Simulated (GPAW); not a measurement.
SnSe2, 3 atoms in the cell. It takes space group P-3m1 (No. 164, trigonal). The conventional cell has a = 3.811 Å, b = 3.811 Å, c = 6.136 Å, α = 90.00°, β = 90.00°, γ = 120.00°. Around Sn (site symmetry -3m) lie 6 Se at 2.68 Å. Se (site symmetry 3m) is surrounded by 3 Sn at 2.68 Å. 

| Item | Value |
| --- | --- |
| Program | GPAW 26.7.0 |
| Task | band structure |
| Functional | PBEsol |
| Potentials or basis | PAW data sets generated in the run's folder for this functional |
| Cutoff | 600 eV |
| Basis | pw |
| k mesh | 7 × 7 × 4 |
| Occupations | fermi-dirac, width 0.05 eV |
| Spin | no spin polarisation |
| Maxiter | 150 |
| Band path | GMKGALHA,LM,KH |
| Band points | 100 |

Potentials or basis: PAW data sets generated in the run's folder for this functional, pw.

The run is started by

```console
$ gpaw-setup -f PBEsol Se Sn
$ OMP_NUM_THREADS=1 python run.py
```

Hardware: 1 thread of Intel(R) Xeon(R) Platinum 8259CL CPU @ 2.50GHz (Skylake/Cascade Lake), with other jobs on the host.

Problem. Estimate the wall time of this run.

Solution. It took 2.2 min on 1 thread of Intel(R) Xeon(R) Platinum 8259CL CPU @ 2.50GHz (Skylake/Cascade Lake), on a shared host, peak memory 0.44 GiB. Counts: scf iterations 15, plane waves 2597, bands 24, k points 28.
